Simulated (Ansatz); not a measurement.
Runs of Ansatz 0.2.0 on Bi. Symmetry: Im-3m, No. 229, cubic system. Conventional cell: a = 3.963 Å, b = 3.963 Å, c = 3.963 Å, α = 90.00°, β = 90.00°, γ = 90.00°. Around Bi (site symmetry m-3m) lie 8 Bi at 3.43 Å. This isn't the form of Bi at room conditions, which is rhombohedral.

```csv
task,level,potentials or basis,spin,cell,k mesh,cutoff (eV),smearing,points for each segment of the path,other keys,mesh quality,gap on the mesh (eV),pressure (GPa)
relaxation of cell and atoms,PBE,Ansatz PAW,"SOC, no magnetisation",relaxed,9 × 9 × 9,420,fermi-dirac 0.05 eV,-,hamiltonian.pseudopotentials = kind paw_fr; …,not flagged,none,0.0
electron localisation function,wPBEh,Ansatz PAW polarizable,off,as given,6 × 6 × 6,420,cold 0.01 eV,-,-,coarse,none,(a)
density of states,PBE+D4,JTH PAW,off,as given,9 × 9 × 9,1800,methfessel-paxton 0.05 eV,-,-,not flagged,none,-1.7
atomic charges,B3LYP+D4,Ansatz PAW polarizable,off,as given,7 × 7 × 7,420,fermi-dirac 0.1 eV,-,-,not flagged,none,(b)
electron localisation function,PBE+D3(BJ),Ansatz PAW,"SOC, no magnetisation",as given,9 × 9 × 9,420,cold 0.1 eV,-,-,not flagged,none,-0.3
band structure,LDA+D3(BJ),Ansatz PAW,off,as given,9 × 9 × 9,420,gaussian 0.05 eV,14,scf.lower_state_search = light; scf.eigensolver.kind = davidson,not flagged,none,-5.9
```

**Question.** Fill in the values left out.

**Answer.** (a) 0.5; (b) -0.4.

Caveats: some runs use coarse meshes; spin-orbit coupling is left out, which moves the levels of the heavy elements (some runs); pairwise dispersion overbinds metals, which lowers pressure and volume (some runs); the PAW data sets come from PBE, with cores solved anew for the run's functional, which leaves a small shift of forces and pressure (some runs); the thresholds are loose for stress (some runs); the plane-wave basis is chosen anew once the cell has moved, so the energies of steps on either side of that aren't comparable (some runs); the dispersion damping was fitted for another functional or another form of the correction (some runs).

A k mesh can miss the band edges, and rows without SOC leave out spin-orbit coupling on Bi.

A gap of «none» marks a metal or a gap under the smearing width.
